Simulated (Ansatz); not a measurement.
PbSe (Clausthalite) under changes of volume

One of the cells (28.671 Å³/atom); the others are scaled copies at fixed shape and fractional positions:

```
Pb Se
1.0
     0.00000    3.06065    3.06065
     3.06065    0.00000    3.06065
     3.06065    3.06065    0.00000
Pb Se
1 1
Cartesian
  0.0000 0.0000 0.0000
  3.0606 3.0606 3.0606
```

| Quantity | Value |
| --- | --- |
| Program | Ansatz 0.2.0 |
| Functional | HSE03 |
| Potentials or basis | Ansatz PAW |
| Cutoff | 420 eV (not typed: the program's choice for these potentials) |
| k mesh | 4 × 4 × 4 |
| Occupations | fermi-dirac, width 0.05 eV |
| Spin | no spin polarisation |

```tsv
volume (Å³/atom)	energy over the lowest point (meV/atom)	pressure (GPa)	gap on the mesh (eV)
26.951	39.22	5.4	0.31
27.524	22.33	3.9	0.41
28.097	?	?	?
28.671	3.22	1.4	0.57
29.244	0.00	0.4	0.65
29.818	0.42	-0.6	0.71
30.391	4.15	-1.5	0.78
```

**Question.** What does the run at 28.097 Å³/atom give?

**Answer.** Energy over the lowest point 10.51 meV/atom; pressure 2.6 GPa; gap on the mesh 0.49 eV.

Worked out: A Birch-Murnaghan fit of order 3 (a polynomial in V^(-2/3)) to the other rows has its minimum at 29.46 Å³/atom with B0 = V·E''(V) = 50 GPa and B' = 4.5. It gives 10.51 meV/atom at 28.097 Å³/atom, against the run's 10.51, and -dE/dV = 2.6 GPa, against 2.6. A parabola through the other rows of the gap, of slope 4.08 eV per unit of ln V (its deformation potential) there, gives 0.49 eV, against the run's 0.49.

Energies are extrapolated to zero smearing.

Caveats: all runs use coarse meshes; spin-orbit coupling is left out, which as a rule narrows the gap of such compounds by several tenths of an eV; the PAW data sets come from PBE, with cores solved anew for the run's functional, which leaves a small shift of forces and pressure; the thresholds are loose for stress.

A mesh can miss the band edges.
